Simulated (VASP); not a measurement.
Write the native input for VASP 6.6.1 that does the following.

- Task: relaxation of cell and atoms
- Functional: PBE
- Potentials or basis: VASP PAW PBE potentials, release 64 (Ta_pv)
- Cutoff: 600 eV
- k mesh: 16 × 16 × 16
- Occupations: methfessel-paxton, width 0.1 eV
- Spin: no spin polarisation
- Further INCAR settings: ALGO = Normal; EDIFF = 1e-06; IBRION = 2; EDIFFG = -0.01; NSW = 90; ISIF = 3

The structure of Ta lies in POSCAR:

```
Ta
1.0
   -1.6512800000      1.6512800000      1.6512800000
    1.6512800000     -1.6512800000      1.6512800000
    1.6512800000      1.6512800000     -1.6512800000
Ta
1
Direct
    0.0000000000      0.0000000000      0.0000000000
```

The input as run:

INCAR

```
SYSTEM = Ta
PREC = Accurate
ENCUT = 600
EDIFF = 1E-6
ISMEAR = 1
SIGMA = 0.1
LREAL = .FALSE.
LASPH = .TRUE.
NELM = 80
ALGO = Normal
ISIF = 3
LWAVE = .FALSE.
LCHARG = .FALSE.
GGA = PE
IBRION = 2
NSW = 90
EDIFFG = -0.01
```

KPOINTS

```
Automatic mesh
0
G
  16 16 16
  0 0 0
```

Potentials or basis: VASP PAW PBE potentials, release 64 (Ta_pv).

Launch:

```bash
$ cat potpaw_PBE.64/Ta_pv/POTCAR > POTCAR
$ mpirun -np 1 vasp_std > vasp.out
```

It gave:

```yaml
Relaxed_volume: 18.32 Å³/atom
Relaxed_cell: a = 2.876 Å, b = 2.876 Å, c = 2.876 Å, α = 109.47°, β = 109.47°, γ = 109.47°
Space_group_after_relaxing_to_0.05_Å: Im-3m (No. 229)
Energy_gained_by_relaxing: 3.2 meV/atom
Ionic_steps: 3
Pressure_after_relaxing: 0.0 GPa
Band_gap_on_the_k_mesh: none (metal or under the smearing width)
```

Run time: 32 s on 1 thread of AMD EPYC 9R14 (Zen 4), with other jobs on the host, peak memory 0.14 GiB.
